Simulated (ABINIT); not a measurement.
# SnO2 (Pmmm) in ABINIT: reference runs

Reference runs on SnO2: the cell as given and a disturbed copy.

All numbers are computed with ABINIT 10.8.3 (patched build); they aren't measurements. Logs are shortened: lines on timing, memory, paths and dates and some standing lists are left out, and cuts for length are marked. The log counts tension as positive stress, the text compression.

### 1 Starting point

Symmetry: Pmmm, No. 47, orthorhombic system. Conventional cell: a = 3.023 Å, b = 4.965 Å, c = 5.977 Å, α = 90.00°, β = 90.00°, γ = 90.00°. Sn (site symmetry mmm) is surrounded by 4 O at 2.02 Å. Around O (site symmetry mm2) lie 2 Sn at 2.02 Å.

The cell was built by a generator and needn't be a form met in nature.

### 2 Single point, PBE

Input file run.abi:

```
pp_dirpath "./"
pseudos "Sn.GGA_PBE-JTH.xml, O.GGA_PBE-JTH.xml"

structure "poscar:POSCAR"
natom 3
chkprim 0
chksymtnons 0
tolsym 1.0e-6

ecut 23.0
pawecutdg 45.0
pawxcdev 0

kptopt 1
ngkpt 9 6 5
nshiftk 1
shiftk 0.0 0.0 0.0

ixc 11

nband 17
occopt 3
tsmear 0.00183747

nstep 100
tolvrs 1.0e-9

iomode 3
prtwf 0
prtden 0
prteig 0
prtebands 0
```

Input file POSCAR:

```
SnO2
1.0
    3.0232700000      0.0000000000      0.0000000000
    0.0000000000      4.9646800000      0.0000000000
    0.0000000000      0.0000000000      5.9769600000
Sn O
1 2
Direct
    0.5000000000      0.5000000000      0.0000000000  Sn
    0.0000000000      0.5000000000      0.7757200000  O
    0.0000000000      0.5000000000      0.2242800000  O
```

Potentials or basis: JTH PAW PBE v2.0.

Launch:

```bash
abinit run.abi > log 2>&1
```

run.abo:

```text
.Version 10.8.3 of ABINIT
 Symmetries : space group Pm m m (# 47); Bravais oP (primitive ortho.)
================================================================================
 Values of the parameters that define the memory need of the present run
     intxc =       0    ionmov =       0      iscf =      17    lmnmax =      18
     lnmax =       6     mgfft =      50  mpssoang =       3    mqgrid =    3411
     natom =       3  nloc_mem =       2    nspden =       1   nspinor =       1
    nsppol =       1      nsym =       8    n1xccc =       1    ntypat =       2
    occopt =       3   xclevel =       2
       mpw =        3216          nfft =       60750          nkpt =          60
 PAW method is used; the additional fine FFT grid is defined by:
   mgfftf=        72    nfftf =    155520
================================================================================
================================================================================

--------------------------------------------------------------------------------
------------- Echo of variables that govern the present computation ------------
--------------------------------------------------------------------------------
 -outvars: echo values of preprocessed input variables --------
            acell      1.0000000000E+00  1.0000000000E+00  1.0000000000E+00 Bohr
              amu      1.18710000E+02  1.59994000E+01
          chkprim           0
      chksymtnons           0
             ecut      2.30000000E+01 Hartree
                       outvar_i_n : Printing only first  50 k-points.
              ixc          11
                       outvar_i_n : Printing only first  50 k-points.
         kptrlatt        9    0    0      0    6    0      0    0    5
          kptrlen      5.14183707E+01
            natom           3
            nband          17
            ngfft          27      45      50
          ngfftdg          36      60      72
             nkpt          60
            nstep         100
             nsym           8
           ntypat           2
                       prtocc : prtvol=0, do not print more k-points.
           occopt           3
        pawecutdg      4.50000000E+01 Hartree
         pawxcdev           0
           prtden           0
        prtebands           0
           prteig           0
            prtwf           0
            rprim      5.7131523047E+00  0.0000000000E+00  0.0000000000E+00
                       0.0000000000E+00  9.3818855028E+00  0.0000000000E+00
                       0.0000000000E+00  0.0000000000E+00  1.1294817466E+01
          spgroup          47
           tolsym      1.00000000E-06
           tolvrs      1.00000000E-09
           tsmear      1.83747000E-03 Hartree
            typat      1  2  2
           useylm           1
                       outvars : Printing only first  50 k-points.
           xangst      1.5116350000E+00  2.4823400000E+00  0.0000000000E+00
                       0.0000000000E+00  2.4823400000E+00  4.6364474112E+00
                       0.0000000000E+00  2.4823400000E+00  1.3405125888E+00
            xcart      2.8565761523E+00  4.6909427514E+00  0.0000000000E+00
                       0.0000000000E+00  4.6909427514E+00  8.7616158043E+00
                       0.0000000000E+00  4.6909427514E+00  2.5332016612E+00
             xred      5.0000000000E-01  5.0000000000E-01  0.0000000000E+00
                       0.0000000000E+00  5.0000000000E-01  7.7572000000E-01
                       0.0000000000E+00  5.0000000000E-01  2.2428000000E-01
            znucl       50.00000    8.00000

================================================================================

 chkinp: Checking input parameters for consistency.

================================================================================
== DATASET  1 ==================================================================

--- !DatasetInfo
iteration_state: {dtset: 1, }
dimensions: {natom: 3, nkpt: 60, mband: 17, nsppol: 1, nspinor: 1, nspden: 1, mpw: 3216, }
cutoff_energies: {ecut:  23.0, pawecutdg:  45.0, }
electrons: {nelect:   2.60000000E+01, charge:   0.00000000E+00, occopt:   3.00000000E+00, tsmear:   1.83747000E-03, }
meta: {optdriver: 0, ionmov: 0, optcell: 0, iscf: 17, paral_kgb: 0, }
...

 Exchange-correlation functional for the present dataset will be:
  GGA: Perdew-Burke-Ernzerhof functional - ixc=11
  J.P.Perdew, K.Burke, M.Ernzerhof, PRL 77, 3865 (1996)

 Real(R)+Recip(G) space primitive vectors, cartesian coordinates (Bohr,Bohr^-1):
 R(1)=  5.7131523  0.0000000  0.0000000  G(1)=  0.1750347  0.0000000  0.0000000
 R(2)=  0.0000000  9.3818855  0.0000000  G(2)=  0.0000000  0.1065884  0.0000000
 R(3)=  0.0000000  0.0000000 11.2948175  G(3)=  0.0000000  0.0000000  0.0885362
 Unit cell volume ucvol=  6.0540381E+02 bohr^3
 Angles (23,13,12)=  9.00000000E+01  9.00000000E+01  9.00000000E+01 degrees

 Coarse grid specifications (used for wave-functions):

 getcut: wavevector=  0.0000  0.0000  0.0000  ngfft=  27  45  50
         ecut(hartree)=     23.000   => boxcut(ratio)=   2.05051

 Fine grid specifications (used for densities):

 getcut: wavevector=  0.0000  0.0000  0.0000  ngfft=  36  60  72
         ecut(hartree)=     45.000   => boxcut(ratio)=   2.08668

--- Pseudopotential description ------------------------------------------------
- pspini: atom type   1  psp file is ./Sn.GGA_PBE-JTH.xml
 Pseudopotential format is: paw10
 basis_size (lnmax)=  6 (lmn_size= 18), orbitals=   0   0   1   1   2   2
 Spheres core radius: rc_sph= 2.51086398
 Shapefunction is BESSEL type: shapef(r,l)=aa(1,l)*jl(q(1,l)*r)+aa(2,l)*jl(q(2,l)*r)
 Radius for shape functions =  1.40702157
 Compensation charge density is not taken into account in XC energy/potential

- pspini: atom type   2  psp file is ./O.GGA_PBE-JTH.xml
 Pseudopotential format is: paw10
 basis_size (lnmax)=  4 (lmn_size=  8), orbitals=   0   0   1   1
 Spheres core radius: rc_sph= 1.41465230
 Shapefunction is SIN type: shapef(r)=[sin(pi*r/rshp)/(pi*r/rshp)]**2
 Radius for shape functions =  1.20231231
 Compensation charge density is not taken into account in XC energy/potential

   9.07533010E+02                                ecore*ucvol(ha*bohr**3)
--------------------------------------------------------------------------------

[... 7 lines left out ...]

     iter   Etot(hartree)      deltaE(h)  residm     nres2
 ETOT  1  -102.01932639320    -1.020E+02 2.277E-01 3.464E+01
 ETOT  2  -101.97641546491     4.291E-02 3.001E-02 1.849E+01
 ETOT  3  -101.94992696682     2.649E-02 5.343E-03 1.100E+00
 ETOT  4  -101.94603122113     3.896E-03 1.314E-03 1.609E-01
 ETOT  5  -101.94610260363    -7.138E-05 3.310E-04 4.130E-02
 ETOT  6  -101.94617758722    -7.498E-05 4.141E-04 6.543E-03
 ETOT  7  -101.94621859375    -4.101E-05 1.468E-04 2.897E-03
 ETOT  8  -101.94626156905    -4.298E-05 1.605E-04 5.461E-04
 ETOT  9  -101.94626380965    -2.241E-06 1.092E-04 1.884E-05
 ETOT 10  -101.94626404293    -2.333E-07 9.057E-05 5.417E-06
 ETOT 11  -101.94626409993    -5.700E-08 7.948E-05 1.087E-06
 ETOT 12  -101.94626409227     7.659E-09 6.957E-05 3.555E-07
 ETOT 13  -101.94626408581     6.468E-09 5.806E-05 1.384E-07
 ETOT 14  -101.94626408367     2.133E-09 4.241E-05 1.468E-08
 ETOT 15  -101.94626408353     1.430E-10 4.250E-05 4.657E-09
 ETOT 16  -101.94626408344     8.959E-11 2.693E-05 7.622E-10

 At SCF step   16       nres2   =  7.62E-10 < tolvrs=  1.00E-09 =>converged.

 Cartesian components of stress tensor (hartree/bohr^3)
  sigma(1 1)= -4.09399495E-06  sigma(3 2)=  0.00000000E+00
  sigma(2 2)= -1.25250605E-05  sigma(3 1)=  0.00000000E+00
  sigma(3 3)=  8.23691392E-07  sigma(2 1)=  0.00000000E+00

--- !ResultsGS
iteration_state: {dtset: 1, }
comment   : Summary of ground state results
lattice_vectors:
- [  5.7131523,   0.0000000,   0.0000000, ]
- [  0.0000000,   9.3818855,   0.0000000, ]
- [  0.0000000,   0.0000000,  11.2948175, ]
lattice_lengths: [   5.71315,    9.38189,   11.29482, ]
lattice_angles: [ 90.000,  90.000,  90.000, ] # degrees, (23, 13, 12)
lattice_volume:   6.0540381E+02
convergence: {deltae:  8.959E-11, res2:  7.622E-10, residm:  2.693E-05, diffor: null, }
etotal    :  -1.01946264E+02
entropy   :   0.00000000E+00
fermie    :  -3.69039209E-02
cartesian_stress_tensor: # hartree/bohr^3
- [ -4.09399495E-06,   0.00000000E+00,   0.00000000E+00, ]
- [  0.00000000E+00,  -1.25250605E-05,   0.00000000E+00, ]
- [  0.00000000E+00,   0.00000000E+00,   8.23691392E-07, ]
pressure_GPa:   1.5491E-01
xred      :
- [  5.0000E-01,   5.0000E-01,   0.0000E+00, Sn]
- [  0.0000E+00,   5.0000E-01,   7.7572E-01,  O]
- [  0.0000E+00,   5.0000E-01,   2.2428E-01,  O]
cartesian_forces: # hartree/bohr
- [ -0.00000000E+00,   5.60556052E-32,  -0.00000000E+00, ]
- [ -0.00000000E+00,  -2.80278026E-31,   1.25855395E-03, ]
- [ -0.00000000E+00,   2.24222421E-31,  -1.25855395E-03, ]
force_length_stats: {min:   5.60556052E-32, max:   1.25855395E-03, mean:   8.39035970E-04, }
...

 Integrated electronic density in atomic spheres:
 ------------------------------------------------
 Atom  Sphere_radius  Integrated_density
    1        2.51086         12.14850220
    2        1.41465          4.48184097
    3        1.41465          4.48184097

================================================================================

 ----iterations are completed or convergence reached----

 Mean square residual over all n,k,spin=   67.820E-09; max=  26.928E-06
 reduced coordinates (array xred) for    3 atoms
       0.500000000000      0.500000000000      0.000000000000
       0.000000000000      0.500000000000      0.775720000000
       0.000000000000      0.500000000000      0.224280000000
 rms dE/dt=  6.7011E-03; max dE/dt=  1.4215E-02; dE/dt below (all hartree)
    1       0.000000000000      0.000000000000      0.000000000000
    2       0.000000000000      0.000000000000     -0.014215137187
    3       0.000000000000     -0.000000000000      0.014215137187

 cartesian coordinates (angstrom) at end:
    1      1.51163500000000     2.48234000000000     0.00000000000000
    2      0.00000000000000     2.48234000000000     4.63644741120000
    3      0.00000000000000     2.48234000000000     1.34051258880000

 cartesian forces (hartree/bohr) at end:
    1     -0.00000000000000     0.00000000000000    -0.00000000000000
    2     -0.00000000000000    -0.00000000000000     0.00125855395451
    3     -0.00000000000000     0.00000000000000    -0.00125855395451
 frms,max,avg= 5.9328802E-04 1.2585540E-03   0.000E+00  0.000E+00  0.000E+00 h/b

 cartesian forces (eV/Angstrom) at end:
    1     -0.00000000000000     0.00000000000000    -0.00000000000000
    2     -0.00000000000000    -0.00000000000000     0.06471744641555
    3     -0.00000000000000     0.00000000000000    -0.06471744641555
 frms,max,avg= 3.0508097E-02 6.4717446E-02   0.000E+00  0.000E+00  0.000E+00 e/A
 length scales=  1.000000000000  1.000000000000  1.000000000000 bohr
              =  0.529177210544  0.529177210544  0.529177210544 angstroms
 Fermi (or HOMO) energy (hartree) =  -0.03690   Average Vxc (hartree)=  -0.23224
 Eigenvalues (hartree) for nkpt=  60  k points:
 kpt#   1, nband= 17, wtk=  0.00370, kpt=  0.0000  0.0000  0.0000 (reduced coord)
  -0.84690   -0.81978   -0.81668   -0.81335   -0.81232   -0.69298   -0.67386   -0.24252
  -0.16562   -0.14762   -0.09877   -0.09204   -0.08282   -0.01542    0.10926    0.17136
   0.18572
      occupation numbers for kpt#   1
   2.00000    2.00000    2.00000    2.00000    2.00000    2.00000    2.00000    2.00000
   2.00000    2.00000    2.00000    2.00000    2.00000    0.00002    0.00000    0.00000
   0.00000
 prteigrs : prtvol=0 or 1, do not print more k-points.

--- !EnergyTerms
iteration_state     : {dtset: 1, }
comment             : Components of total free energy in Hartree
kinetic             :  2.68091388898377E+01
hartree             :  6.35758867024825E+01
xc                  : -1.26812008205086E+01
Ewald energy        : -3.64866798654675E+01
psp_core            :  1.49905402007882E+00
local_psp           : -1.62643035284769E+02
PAW spherical_terms :  1.79805662891630E+01
internal            : -1.01946270069183E+02
'-kT*entropy'       : -3.84509298582347E-09
total_energy        : -1.01946270073028E+02
total_energy_eV     : -2.77409933129427E+03
...

--- !EnergyTermsDC
iteration_state     : {dtset: 1, }
comment             : '"Double-counting" decomposition of free energy'
band_energy         : -1.27240033995199E+01
Ewald energy        : -3.64866798654675E+01
psp_core            :  1.49905402007882E+00
xc_dc               : -6.41444211235267E+01
PAW spherical_terms :  9.90978628883916E+00
internal            : -1.01946264079596E+02
'-kT*entropy'       : -3.84509298582347E-09
total_energy_dc     : -1.01946264083441E+02
total_energy_dc_eV  : -2.77409916830930E+03
...

--- !EnergyTermsWithPAWCore
iteration_state     : {dtset: 1, }
comment             : 'Components of total free energy, including PAW core contributions'
Total energy        : -6.32779524679579E+03
Total energy DC     : -6.32779524080621E+03
Total energy (eV)   : -1.72188080546043E+05
Total energy DC (eV): -1.72188080383058E+05
...

 Cartesian components of stress tensor (hartree/bohr^3)
  sigma(1 1)= -4.09399495E-06  sigma(3 2)=  0.00000000E+00
  sigma(2 2)= -1.25250605E-05  sigma(3 1)=  0.00000000E+00
  sigma(3 3)=  8.23691392E-07  sigma(2 1)=  0.00000000E+00

-Cartesian components of stress tensor (GPa)         [Pressure=  1.5491E-01 GPa]
- sigma(1 1)= -1.20449490E-01  sigma(3 2)=  0.00000000E+00
- sigma(2 2)= -3.68500002E-01  sigma(3 1)=  0.00000000E+00
- sigma(3 3)=  2.42338374E-02  sigma(2 1)=  0.00000000E+00

== END DATASET(S) ==============================================================
================================================================================

 -outvars: echo values of variables after computation  --------
            acell      1.0000000000E+00  1.0000000000E+00  1.0000000000E+00 Bohr
           etotal     -1.0194626408E+02
            fcart     -0.0000000000E+00  5.6055605240E-32 -0.0000000000E+00
                      -0.0000000000E+00 -2.8027802620E-31  1.2585539545E-03
                      -0.0000000000E+00  2.2422242096E-31 -1.2585539545E-03
            rprim      5.7131523047E+00  0.0000000000E+00  0.0000000000E+00
                       0.0000000000E+00  9.3818855028E+00  0.0000000000E+00
                       0.0000000000E+00  0.0000000000E+00  1.1294817466E+01
           strten     -4.0939949503E-06 -1.2525060487E-05  8.2369139225E-07
                       0.0000000000E+00  0.0000000000E+00  0.0000000000E+00
           xangst      1.5116350000E+00  2.4823400000E+00  0.0000000000E+00
                       0.0000000000E+00  2.4823400000E+00  4.6364474112E+00
                       0.0000000000E+00  2.4823400000E+00  1.3405125888E+00
             xred      5.0000000000E-01  5.0000000000E-01  0.0000000000E+00
                       0.0000000000E+00  5.0000000000E-01  7.7572000000E-01
                       0.0000000000E+00  5.0000000000E-01  2.2428000000E-01
 Calculation completed.
```

Wall time 2.1 min (1 thread of Arm Neoverse V2, shared host); peak memory 0.22 GiB.

Results:

| Quantity | Value |
| --- | --- |
| Free energy | -2774.0992 eV |
| Pressure | 0.2 GPa |
| Largest force | 0.065 eV/Å |
| Band gap on the k mesh | 1.29 eV, indirect (least direct gap 1.83 eV) |

Forces on the atoms (eV/Å):
```
Sn   0.000  0.000  0.000
O    0.000  0.000  0.065
O    0.000  0.000 -0.065
```

Caveat: spin-orbit coupling is left out, which moves the levels of the heavy elements; an odd mesh through Γ misses points on the zone boundary, where band edges often lie; the atomic spheres overlap. A hybrid or GW would open this gap; PBE tends to underestimate it.

(Part 1 of 2 ends here.)
